# A gap curve without a break: stretching zinc-blende CdS

## Count the steps before looking for a kink

If a quantity varies smoothly with volume, half the volume step should bring about half the change. This count settles the first suspicion that the table raises. Between the outer rows the band gap changes by about 0.04 eV a step, but between the middle rows by only about 0.02 eV. The middle rows lie half as far apart in volume, so the apparent slowing is a matter of spacing.

Ansatz 0.2.0, all-electron LAPW calculations with the PBEsol functional for zinc-blende CdS (2-atom cell) at several fixed volumes, scalar-relativistic and without spin polarization. All rows use a 7×7×7 k mesh, Fermi–Dirac smearing of 0.02 eV and a basis error target of 0.5 meV per atom.

| volume (Å³/atom) | shortest distance (Å) | band gap (eV) | smallest direct gap on path (eV) |
| --- | --- | --- | --- |
| 23.959 | 2.497 | 1.073 | 1.073 |
| 24.469 | 2.514 | 1.031 | 1.031 |
| 24.979 | 2.532 | 0.989 | 0.989 |
| 25.234 | 2.540 | 0.969 | 0.969 |
| 25.489 | 2.549 | 0.948 | 0.948 |
| 25.744 | 2.557 | 0.927 | 0.927 |
| 25.999 | 2.566 | 0.907 | 0.907 |
| 26.508 | 2.582 | 0.866 | 0.866 |
| 27.018 | 2.599 | 0.826 | 0.826 |

Divided by its volume step, every change of the gap comes out close to −0.08 eV for each Å³ per atom. The size of this slope shrinks by less than 4 % over the series, a little at each step. A row that broke the pattern would make the slope jump one way and then the other, or change it for good. No row does either.

## How large could a hidden break be?

The simplest smooth model is a straight line in volume through the two end rows. It can be tried on the middle row, which the line doesn't use. The volume of 25.489 Å³ per atom lies halfway between the ends, so the line predicts the mean of the two end gaps:

(1.073 + 0.826)/2 eV = 0.9495 eV.

The calculation gives 0.948 eV, so the line is a little over 1 meV too high. The largest miss of all inner rows, found at 25.744 Å³ per atom, is practically the same.

This small miss is a gentle bend shared by all inner rows, which lie slightly below the line. A sharper test for a single odd row is the line through its two nearest neighbours. There the largest miss is about 0.2 meV, less than the last digit printed in the table. The program's output after this text lists the slopes and the largest misses.

The bend by itself marks no special event, because its direction depends on the ruler. Measured against volume, the slope flattens on stretching. Measured against the logarithm of the volume, that is against relative expansion, it steepens by about 7 %. What survives both choices is a gap that closes steadily.

## Why stretching closes the gap

The gap is the distance between the highest filled level, the valence top, and the lowest empty one, the conduction minimum. In zinc-blende CdS the standard picture assigns them different characters. The valence top consists mainly of sulfur 3p orbitals with some cadmium 4d mixed in. The conduction minimum is an antibonding combination of cadmium and sulfur s orbitals. The calculation printed no orbital weights, so this assignment rests on known chemistry.

An antibonding level is pushed up by the overlap of neighbouring orbitals. Longer bonds reduce the overlap and weaken the push, so the level comes down. The molecular ion H₂⁺ shows the principle: as its bond stretches, the splitting between its bonding and antibonding levels shrinks. In CdS the bonding partner of the conduction minimum isn't the valence top but a level far below it, expected to be mainly sulfur 3s. Between the rows at 24.469 and 26.508 Å³ per atom, the distance between these two partners shrinks from 13.50 to 12.86 eV, as the picture suggests. The comparison thus explains why the upper edge should be sensitive to bond length, but it doesn't give the size of the gap.

The calculated levels agree with this picture. Over the whole series the valence top falls by 1.75 eV and the conduction minimum by 1.99 eV, and the difference is the closing of the gap. Most of the common fall has no direct meaning, since the energy zero inside a crystal has no fixed link to the vacuum and may move with volume.

Deep levels, which take little part in bonding, offer a better though imperfect marker. For the rows at 24.469 and 26.508 Å³ per atom, the edges can be measured from the sulfur 2p or the cadmium 4s level. On either scale the conduction minimum falls by about 0.3 eV and the valence top by less than half as much. The deep levels also feel the changing surroundings, so these shares are approximate. That the conduction minimum falls relative to the valence top doesn't depend on the marker.

One expected reason for the smaller fall of the valence top is its share of cadmium 4d. The filled 4d levels lie below it and push it up, and this push should weaken as the bonds lengthen. The printed levels fit this. Symmetry lets only three of the five 4d levels mix with the valence top. These three lie below the other two, and the distance shrinks from 0.51 to 0.40 eV between the same two rows.

## Why the curve is so smooth

A gap is found by a competition: among all empty levels the lowest wins, and among all filled levels the highest. Each level by itself changes smoothly when the crystal is stretched evenly. A kink appears when the winner changes. The absence of a kink therefore suggests that the same two levels win throughout.

The table supports this. The band gap equals the smallest direct gap on the path in every row, so within each row the two edges lie at the same crystal momentum. In the two rows for which the full list of levels was printed, that point is Γ, the centre of the Brillouin zone, where the electron wave has the same phase in every cell. There a threefold valence top faces a single conduction level. Their symmetries differ, so they can't mix, and the gap remains a plain difference of two levels.

The atoms add no irregularity either. Symmetry holds cadmium and sulfur at their sites, and the only freedom left is the size of the cube. All four bonds around an atom lengthen together, and no angle can give way. The electrons also stay in an insulating state with the same number of filled bands in every row. That this state is closed-shell was imposed, since spin was left out, but it is what one expects of Cd²⁺ and S²⁻.

## The same curve looks bent against pressure

An engineer is more likely to set a pressure than a volume, and against pressure the curve looks quite different. The gap opens by about 29 meV per GPa between the two most compressed rows, but by about 51 meV per GPa between the two most stretched. Plotted that way, the data could suggest that the electrons respond more strongly in the stretched crystal.

The cause is mainly mechanical. Let E be the gap, V the volume, P the pressure and B the bulk modulus, which is the pressure needed per unit of relative compression. Then

dE/dP = −(dE/d ln V)/B.

The electronic factor, dE/d ln V, changes only from about −2.0 to −2.1 eV. The bulk modulus drops from about 67 to 42 GPa as the crystal is stretched. A softer crystal changes its volume more for the same change of pressure, and the gap follows the volume.

Only the first two rows are under compression; all the others are under tension. Zero pressure falls near 24.7 Å³ per atom. For work around that point, the step that spans it is the relevant one, and it gives about 33 meV per GPa.

## Where a break would come from

The first candidate is a change of winner. Compression raises the conduction level at Γ, and a minimum elsewhere in the zone that rises less, or even falls, could then become the lowest. The gap would turn indirect and its slope would change at once, while the gap itself stayed continuous. The two gap columns would part at that volume. How far away the next minimum lies wasn't printed, so the table can't say how much compression this would take.

The second candidate is a change of crystal structure. Real CdS is known to turn into the rock-salt form at a pressure of a few GPa. Each atom then has six neighbours in place of four, and the gap jumps. These cells were held in the zinc-blende form, so their smoothness says nothing about which form a real sample would take.

The third candidate is numerical. The basis was adapted to each volume, and an uneven adaptation would push single rows off the line through their neighbours. The miss of 0.2 meV shows that no such scatter matters here. It does not show that the gap itself is right: at zero pressure the calculation gives about 1.0 eV, whereas the measured gap is more than twice as large. An error common to all rows leaves a curve perfectly smooth. This one is the usual underestimate by a semi-local functional. The missing spin–orbit coupling doesn't explain it: including it would raise the valence top a little and so lower the gap slightly further.

## A rule for use

Convert pressure to volume first, and only then look for a kink. Within the range of the table, each per cent of added volume closes the calculated gap by about 20 meV. If a new point, spaced like those in the table, lies several meV off the line through its neighbours, check whether it was computed with the same settings, whether the gap is still direct and whether the crystal is still zinc blende.

Printed output of the fit:

```
Step from the row above to this row:
     row  volume step in Å³ per atom  gap step in meV  meV per Å³ per atom  eV per unit of ln V  meV per GPa  bulk modulus in GPa
  24.469                      0.5098           -41.75               -81.89               -1.983        29.44                67.35
  24.979                      0.5098            -41.6                -81.6               -2.018        32.93                61.26
  25.234                      0.2549           -20.72               -81.28               -2.041        35.79                57.02
  25.489                      0.2549           -20.65               -81.02               -2.055        37.79                54.37
  25.744                      0.2549           -20.58               -80.73               -2.068         39.9                51.82
  25.999                      0.2549           -20.49               -80.39                -2.08        42.11                49.39
  26.508                      0.5098            -40.7               -79.85               -2.096        45.61                45.96
  27.018                      0.5098           -40.28               -79.02               -2.115        50.73                41.69
Largest miss of an inner row from the line through its two neighbours, meV: 0.211
Largest miss from the line through the two end rows, meV: 1.344
Change of the slope per volume over the series, percent: 3.638
Change of the slope per ln V over the series, percent: 6.647
Ratio of largest to smallest slope per pressure: 1.723
Ratio of largest to smallest bulk modulus: 1.615
Total fall of the gap, eV: 0.2468
Total fall of the valence top, eV: 1.748
Total fall of the conduction minimum, eV: 1.994
Volume at zero pressure by interpolation, Å³ per atom: 24.72
Gap at zero pressure by interpolation, eV: 1.011
Fall of valence top against S 2p from 24.469 to 26.508, eV: 0.127
Fall of conduction minimum against S 2p from 24.469 to 26.508, eV: 0.2917
Fall of valence top against Cd 4s from 24.469 to 26.508, eV: 0.1397
Fall of conduction minimum against Cd 4s from 24.469 to 26.508, eV: 0.3044
Splitting of the Cd 4d levels at Γ in row 24.469, eV: 0.507
Splitting of the Cd 4d levels at Γ in row 26.508, eV: 0.4022
```
